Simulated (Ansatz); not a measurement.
# Si (I4/mmm), random displacements

The calculation used DFT PBE, scalar-relativistic, plane waves, PAW in Ansatz 0.2.0. The runs took a 250 eV cutoff, a Γ-centred 10×10×10 mesh and Gaussian smearing (0.03 eV). The cutoff lies under the one recommended for these potentials. No spin polarisation. Energies are free energies at this smearing, counted from the undisturbed cell; pressure is positive in compression.

Zero of the scan (as given, not relaxed at this level; this form isn't the usual structure):

```
Si
1.0
    -3.32544    3.32544    1.92239
     3.32544   -3.32544    1.92239
     3.32544    3.32544   -1.92239
Si
4
Direct
  0.17880 0.17880 0.35760
  0.82120 0.82120 0.64240
  0.17880 0.82120 0.00000
  0.82120 0.17880 0.00000
```

The atoms are displaced (Å, in the unstrained cell):

| atom | ux | uy | uz |
| --- | --- | --- | --- |
| Si1 | 0.045 | -0.104 | 0.111 |
| Si2 | -0.271 | 0.184 | 0.055 |
| Si3 | 0.074 | -0.133 | -0.134 |
| Si4 | 0.152 | 0.053 | -0.032 |

Strain (Voigt, engineering shear): (-0.1076, 0.0591, 0.0269, 0.0663, 0.0499, 0.0251).

(1) What are the energy change, the stress and the forces?

## Answers

(1) ΔE = 306.2 meV/atom; stress (xx, yy, zz, yz, xz, xy; compression positive) (15.19, 4.24, -4.53, -4.38, 1.14, 1.31) GPa.
| atom | Fx (eV/Å) | Fy | Fz |
| --- | --- | --- | --- |
| Si1 | 3.06 | 1.05 | 0.55 |
| Si2 | 0.70 | -2.60 | -0.25 |
| Si3 | -3.01 | 1.98 | 0.65 |
| Si4 | -0.76 | -0.43 | -0.96 |

Cost: 1 run of about 0.85 core-minutes, on AMD EPYC (Zen 3) (shared hosts).